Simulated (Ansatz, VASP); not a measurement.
## Two plane-wave programs on PbSe (Clausthalite)

File INCAR:

```
SYSTEM = PbSe
ALGO = Normal
EDIFF = 1E-6
ENCUT = 520
GGA = PE
ISIF = 2
ISMEAR = 0
LASPH = .True.
LCHARG = .True.
LELF = .True.
LREAL = .False.
LVHAR = .True.
LWAVE = .False.
NBANDS = 17
NELM = 60
PREC = Accurate
SIGMA = 0.023
```

File KPOINTS:

```
k-points
0
Gamma
  8 8 8
  0 0 0
```

POSCAR

```
PbSe
1.0
    0.0000000000      3.0606500000      3.0606500000
    3.0606500000      0.0000000000      3.0606500000
    3.0606500000      3.0606500000      0.0000000000
Pb Se
1 1
Direct
    0.0000000000      0.0000000000      0.0000000000
    0.5000000000      0.5000000000      0.5000000000
```

Contents of input.yaml:

```yaml
crystal:
  lattice:
    - [0.0, 3.06065, 3.06065]
    - [3.06065, 0.0, 3.06065]
    - [3.06065, 3.06065, 0.0]
  atoms:
    - { symbol: Pb, position: [0.0, 0.0, 0.0] }
    - { symbol: Se, position: [0.5, 0.5, 0.5] }
hamiltonian:
  xc: pbe
  pseudopotentials: { kind: paw }
kpoints:
  mp_grid: { grid: [8, 8, 8] }
scf:
  occupations: { method: gaussian, width: 0.023 }
output:
  forces: true
  stress: true
  eigenvalues: true
```

Alike in both runs: task single point; functional PBE; k mesh 8 × 8 × 8; occupations gaussian, width 0.023 eV; no spin polarisation.

```csv
,VASP,Ansatz
version,VASP 6.6.1,Ansatz 0.2.0
potentials or method,"VASP PAW PBE potentials, release 64 (Pb_d, Se)",Ansatz PAW
plane-wave cutoff (eV),520,420
valence electrons in the cell,20,30
```

|  | VASP | Ansatz | Ansatz less VASP |
| --- | --- | --- | --- |
| gap on the k mesh at the Fermi level (eV) | 0.29 | 0.29 | -0.005 |
| least direct gap on the mesh (eV) | 0.29 | 0.29 | -0.005 |
| pressure (GPa) | 2.4 | 2.4 | +0.02 |

With one functional, cell and mesh, what is left measures potentials, basis and numerics. The two sets of potentials don't hold the same shells in valence.

Caveats: spin-orbit coupling is left out, which as a rule narrows the gap of such compounds by several tenths of an eV. A k mesh can miss the band edges.
